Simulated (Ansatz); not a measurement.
Write the native input for Ansatz 0.2.0 that does the following.

- Task: band structure
- Functional: PBEsol
- Potentials or basis: Ansatz PAW
- Cutoff: 420 eV (not typed: the program's choice for these potentials)
- k mesh: 6 × 6 × 6
- Occupations: fermi-dirac, width 0.05 eV
- Spin: no spin polarisation
- Path: [["G", "X", "M", "G", "R", "X"], ["M", "R"]]
- Points for each segment of the path: 10

SiRu:

```
Ru Si
1.0
     4.70860    0.00000    0.00000
     0.00000    4.70860    0.00000
     0.00000    0.00000    4.70860
Ru Si
4 4
Direct
  0.12941 0.12941 0.12941
  0.37059 0.87059 0.62941
  0.62941 0.37059 0.87059
  0.87059 0.62941 0.37059
  0.83758 0.83758 0.83758
  0.66242 0.16242 0.33758
  0.33758 0.66242 0.16242
  0.16242 0.33758 0.66242
```

The cell comes from a database or a generator and needn't be the stable form of this composition.

These files were run (other wordings do the same):

input.yaml

```yaml
crystal:
  lattice:
    - [4.70859538, 0.0, 0.0]
    - [0.0, 4.70859538, 0.0]
    - [0.0, 0.0, 4.70859538]
  atoms:
    - { symbol: Ru, position: [0.12940551, 0.12940551, 0.12940551] }
    - { symbol: Ru, position: [0.37059449, 0.87059449, 0.62940551] }
    - { symbol: Ru, position: [0.62940551, 0.37059449, 0.87059449] }
    - { symbol: Ru, position: [0.87059449, 0.62940551, 0.37059449] }
    - { symbol: Si, position: [0.83757773, 0.83757773, 0.83757773] }
    - { symbol: Si, position: [0.66242227, 0.16242227, 0.33757773] }
    - { symbol: Si, position: [0.33757773, 0.66242227, 0.16242227] }
    - { symbol: Si, position: [0.16242227, 0.33757773, 0.66242227] }
hamiltonian:
  xc: pbesol
  pseudopotentials: { kind: paw }
kpoints:
  mp_grid: { grid: [6, 6, 6] }
  band_path:
    path:
      - [[0.0, 0.0, 0.0], [0.0, 0.5, 0.0], [0.5, 0.5, 0.0], [0.0, 0.0, 0.0], [0.5, 0.5, 0.5], [0.0, 0.5, 0.0]]
      - [[0.5, 0.5, 0.0], [0.5, 0.5, 0.5]]
    npoints: 10
scf:
  occupations: { method: fermi_dirac, width: 0.05 }
  n_extra_bands: 20
output:
  forces: true
  stress: true
  eigenvalues: true
  fatbands: true
```

Potentials or basis: Ansatz PAW.

Run with:

```console
$ ansatz run input.yaml --threads 4 --pin off --max-ram 11264MiB --backend cpu --events-out ev --progress --plain --runs-dir out
```

Results of the run:

```json
{"Pressure": "-2.4 GPa", "Largest force": "0.046 eV/Å", "Band gap on the k mesh": "0.27 eV, indirect (least direct gap 0.33 eV)", "Band gap along the path": "0.23 eV, indirect (least direct gap 0.36 eV)"}
```

Caveat: the PAW data sets come from PBE, with cores solved anew for the run's functional, which leaves a small shift of forces and pressure.

Wall time 6 s on 4 threads of Intel(R) Xeon(R) 6975P-C (Granite Rapids), with other jobs on the host, peak memory 0.61 GiB.
